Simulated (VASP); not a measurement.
# ZnSe: relaxed cell and band gap, by functional

ZnSe, F-43m (no. 216), 2 atoms in the cell.

| Functional | Volume (Å³/atom) | Change from the starting volume (fraction) | Gap, path and mesh (eV) | Time (s) |
|---|---|---|---|---|
| revPBE | 24.30 | 0.068 | 1.15 | 149 |
| AM05 | 22.63 | -0.006 | 1.30 | 104 |
| PW91 | 23.59 | 0.037 | 1.14 | 81 |
| BLYP | 25.03 | 0.100 | 0.88 | 154 |
| optPBE exchange with PBE correlation | 23.36 | 0.027 | 1.21 | 71 |
| optB88 exchange with PBE correlation | 22.88 | 0.005 | 1.20 | 75 |
| optB86b exchange with PBE correlation | 22.48 | -0.012 | 1.29 | 98 |
| PW86R exchange with PBE correlation | 24.62 | 0.082 | 0.81 | 137 |
| CX exchange with PBE correlation | 22.14 | -0.027 | 1.33 | 79 |

## Input of the first row

INCAR.step1:
```
PREC = Accurate
ENCUT = 600
EDIFF = 1E-7
ISMEAR = 0
SIGMA = 0.02
LREAL = False
LASPH = True
GGA_COMPAT = False
ALGO = Normal
NELM = 150
ISIF = 3
LWAVE = False
LCHARG = False
GGA = RE
IBRION = 2
EDIFFG = -0.005
NSW = 60
```

INCAR.step2, as INCAR.step1 but for:
```
- NSW = 60
+ NSW = 40
```

INCAR.step3, as INCAR.step2 but for:
```
- ISIF = 3
- IBRION = 2
- EDIFFG = -0.005
- NSW = 40
+ ISIF = 2
+ NBANDS = 16
```

KPOINTS:
```
k-points
0
Gamma
  6 6 6
```

KPOINTS_OPT:
```
path GXWKGLUWLK,UX
8
line-mode
reciprocal
 0.0000000000  0.0000000000  0.0000000000  G
 0.5000000000  0.0000000000  0.5000000000  X

 0.5000000000  0.0000000000  0.5000000000  X
 0.5000000000  0.2500000000  0.7500000000  W

 0.5000000000  0.2500000000  0.7500000000  W
 0.3750000000  0.3750000000  0.7500000000  K

 0.3750000000  0.3750000000  0.7500000000  K
 0.0000000000  0.0000000000  0.0000000000  G

 0.0000000000  0.0000000000  0.0000000000  G
 0.5000000000  0.5000000000  0.5000000000  L

 0.5000000000  0.5000000000  0.5000000000  L
 0.6250000000  0.2500000000  0.6250000000  U

 0.6250000000  0.2500000000  0.6250000000  U
 0.5000000000  0.2500000000  0.7500000000  W

 0.5000000000  0.2500000000  0.7500000000  W
 0.5000000000  0.5000000000  0.5000000000  L

 0.5000000000  0.5000000000  0.5000000000  L
 0.3750000000  0.3750000000  0.7500000000  K

 0.6250000000  0.2500000000  0.6250000000  U
 0.5000000000  0.0000000000  0.5000000000  X
```

POSCAR.step1:
```
ZnSe
1.0
    0.0000000000      2.8338000000      2.8338000000
    2.8338000000      0.0000000000      2.8338000000
    2.8338000000      2.8338000000      0.0000000000
Se Zn
1 1
Direct
    0.7500000000      0.7500000000      0.7500000000
    0.0000000000      0.0000000000      0.0000000000
```

Commands (each step's output is kept before the next begins):
```
cat potpaw_PBE.64/Se/POTCAR potpaw_PBE.64/Zn/POTCAR > POTCAR
cp INCAR.step1 INCAR
cp POSCAR.step1 POSCAR
mpirun -np 1 vasp_std > vasp.out
cp CONTCAR POSCAR
rm WAVECAR CHG
cp INCAR.step2 INCAR
mpirun -np 1 vasp_std > vasp.out
cp CONTCAR POSCAR
rm WAVECAR CHG
cp INCAR.step3 INCAR
mpirun -np 1 vasp_std > vasp.out
```

Changes of the last row against the first:
```
(all steps)
- GGA = RE
+ GGA = CX
```

VASP 6.6.1 took 149 s on 1 core (AMD EPYC 7R13 (Zen 3)), a shared host.
